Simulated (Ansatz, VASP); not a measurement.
## MgO in VASP and in Ansatz

File INCAR:

```
SYSTEM = MgO
PREC = Accurate
ENCUT = 520
EDIFF = 1E-6
ISMEAR = 0
SIGMA = 0.05
LREAL = .FALSE.
LASPH = .TRUE.
NELM = 100
ALGO = Normal
ISIF = 2
LWAVE = .FALSE.
LCHARG = .FALSE.
GGA = PS
NBANDS = 16
```

The input KPOINTS:

```
regular mesh
0
G
  9 9 6
  0 0 0
```

File POSCAR:

```
MgO
1.0
    3.6170832098      0.0000000000      0.0000000000
   -1.8085416049      3.1324859473      0.0000000000
    0.0000000000      0.0000000000      3.9010833038
Mg O
2 2
Direct
    0.6505427316      0.3010854632      0.7500000000
    0.3494572684      0.6989145368      0.2500000000
    0.6785385383      0.3570770766      0.2500000000
    0.3214614617      0.6429229234      0.7500000000
```

Input for Ansatz:

```yaml
crystal:
  lattice:
    - [3.6170832098, 0.0, 0.0]
    - [-1.8085416049, 3.1324859473, 0.0]
    - [0.0, 0.0, 3.9010833038]
  atoms:
    - { symbol: Mg, position: [0.6505427316, 0.3010854632, 0.75] }
    - { symbol: Mg, position: [0.3494572684, 0.6989145368, 0.25] }
    - { symbol: O, position: [0.6785385383, 0.3570770766, 0.25] }
    - { symbol: O, position: [0.3214614617, 0.6429229234, 0.75] }
basis:
  ecutwfc: 520.0
kpoints:
  mp_grid: { grid: [9, 9, 6] }
hamiltonian:
  xc: pbesol
  pseudopotentials: { kind: paw, azcp: { folder: soft_1 } }
scf:
  occupations: { method: gaussian, width: 0.05 }
output:
  forces: true
  stress: true
  eigenvalues: true
```

Change from the starting cell: mode 5 frozen in at -0.098 Å, strain +e along z and -e/2 along x and y -0.0700.

Alike in both runs: task single point; functional PBEsol; k mesh 9 × 9 × 6; occupations gaussian, width 0.05 eV; no spin polarisation.

|  | VASP | Ansatz |
| --- | --- | --- |
| version | VASP 6.6.1 | Ansatz 0.2.0 |
| potentials or method | VASP PAW PBE potentials, release 64 (Mg, O) | scalar-relativistic, plane waves, PAW |
| plane-wave cutoff (eV) | 520 | 520 |
| valence electrons in the cell | 16 | 32 |

|  | VASP | Ansatz | Ansatz less VASP |
| --- | --- | --- | --- |
| gap on the k mesh at the Fermi level (eV) | 3.34 | 3.35 | +0.008 |
| least direct gap on the mesh (eV) | 3.34 | 3.35 | +0.008 |
| pressure (GPa) | 4.1 | 4.4 | +0.35 |
| largest component of the traceless stress (GPa) | 16.38 | 16.23 | -0.150 |
| rms of the force components (eV/Å) | 0.386 | 0.381 | -0.0055 |

Atom by atom the forces differ by 0.006 eV/Å (rms over components). The two sets of potentials don't hold the same shells in valence. Ansatz warned: «pseudo_functional_mismatch».

Caveats: the PAW data sets were made with another functional, which shifts forces and pressure a little (VASP).
